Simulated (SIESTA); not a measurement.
## CdSe under changes of volume

One of the cells (24.213 Å³/atom); the others are scaled copies at fixed shape and fractional positions:

```
CELL_PARAMETERS angstrom
0.00000 2.89299 2.89299
2.89299 0.00000 2.89299
2.89299 2.89299 0.00000
ATOMIC_POSITIONS crystal
Cd 0.00000 0.00000 0.00000
Se 0.50000 0.50000 0.50000
```

Measurements of this composition are mostly on another form, of space group No. 186.

| Property | Result |
| --- | --- |
| Program | SIESTA 5.4.2 |
| Functional | PBE |
| Potentials or basis | PseudoDojo 0.4 standard (PBE files) |
| Basis | DZP (energy shift 0.002 Ry) |
| Grid cutoff | 800 Ry |
| Energy shift | 0.002 Ry |
| k mesh | 8 × 8 × 8 |
| Occupations | fermi-dirac, width 0.05 eV |
| Spin | no spin polarisation |

| volume (Å³/atom) | energy over the lowest point (meV/atom) | pressure (GPa) |
| --- | --- | --- |
| 22.314 | 24.25 | 5.3 |
| 22.788 | 11.37 | 3.5 |
| 23.263 | 3.37 | 1.9 |
| 24.213 | 0.00 | -0.6 |
| 24.687 | 3.69 | -1.8 |
| 25.162 | ? | ? |

Question: What does the run at 25.162 Å³/atom give?

Answer: Energy over the lowest point 10.49 meV/atom; pressure -2.7 GPa.

Worked out: A Birch-Murnaghan fit of order 3 (a polynomial in V^(-2/3)) to the other rows has its minimum at 23.94 Å³/atom with B0 = V·E''(V) = 63 GPa and B' = 5.0. It gives 10.45 meV/atom at 25.162 Å³/atom, against the run's 10.49, and -dE/dV = -2.8 GPa, against -2.7.

Energies are extrapolated to zero smearing.

Caveats: semicore shells carry a single zeta, which can move pressures by several GPa and volumes by a few percent; the basis of atomic orbitals isn't converged, which shifts pressures, moduli and gaps.
